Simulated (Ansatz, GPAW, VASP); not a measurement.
**InPd: 3 runs at one level of theory**

```
In Pd
1.0
     3.27188    0.00000    0.00000
     0.00000    3.27188    0.00000
     0.00000    0.00000    3.27188
In Pd
1 1
Cartesian
  0.0000 0.0000 0.0000
  1.6359 1.6359 1.6359
```

The cell comes from a database or a generator and needn't be the stable form of this composition.

Alike in all runs: task single point; functional PBE; k mesh 8 × 8 × 8; occupations gaussian, width 0.014 eV; no spin polarisation; no spin-orbit coupling. Pressure is positive in compression and, in plane waves, holds the error of the finite cutoff, which Ansatz's Pulay term estimates and takes out.

```
                    program and potentials  plane-wave cutoff (eV)                                                                        notes  band gap (eV)  pressure (GPa)
                        Ansatz, Ansatz PAW                     420  15.5 valence electrons an atom on average; Pulay term of +0.08 GPa included         no gap            3.72
GPAW, GPAW PAW data sets (gpaw-data 1.2.1)                     600                                    14.5 valence electrons an atom on average         no gap            3.35
      VASP, PBE PAW files In_d, Pd, 520 eV                     520                                    11.5 valence electrons an atom on average         no gap            3.77
```

None finds a gap. The pressure spans 3.35 (GPAW, GPAW PAW data sets (gpaw-data 1.2.1)) to 3.77 GPa (VASP, PBE PAW files In_d, Pd, 520 eV).

Differences between rows come from potentials, basis sets and numerical settings, since the functional is the same but for its coding. Runs on potential files found faulty are left out.
